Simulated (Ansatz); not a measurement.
**Convergence of AlNi with the k-point mesh**

Computed with DFT r2SCAN, scalar-relativistic, plane waves, PAW (Ansatz).

```yaml
crystal:
  lattice:
    - [1.92002, -1.94256, -0.00378]
    - [1.95123, 1.97354, 0.02550]
    - [0.01736, 0.02323, 3.17529]
  atoms:
    - { symbol: Al, position: [0.99577, 0.02035, 0.99188] }
    - { symbol: Ni, position: [0.50005, 0.49469, 0.49629] }
```

- plane-wave cutoff: 500 eV
- occupation rule: Gaussian smearing, 0.1 eV
- spin treatment: unpolarised

The atoms stay fixed while the k-point mesh is varied. ΔE is the energy extrapolated to zero smearing, less that of the reference run (10×10×10). The cell was strained and its atoms displaced at random, so that forces don't vanish. The meshes are Γ-centred. Pressure is positive in compression.

Times are rough; the reference took 38 s on 1 thread of Arm Neoverse V1, with other jobs on the host, peak memory 0.57 GiB.

(1) One run gave ΔE = -65.1 meV/atom and P = -7.72 GPa. Which k-point mesh did it use, of 1×1×1, 2×2×2, 4×4×4, 6×6×6, 8×8×6?

Answers

(1) 1×1×1. All runs:

```tsv
mesh	ΔE (meV/atom)	P (GPa)	largest change of a force component (eV/Å)	irreducible points	wall time (s)
1×1×1	-65.1	-7.72	0.234	1	2.5
2×2×2	2.24	0.16	0.074	8	2.2
4×4×4	8.46	-3.05	0.002	36	4.6
6×6×6	-6.41	-3.11	0.003	112	9.6
8×8×6	-2.24	-3.09	0.002	196	16
10×10×10	0.00	-2.97	0.000	504	38
```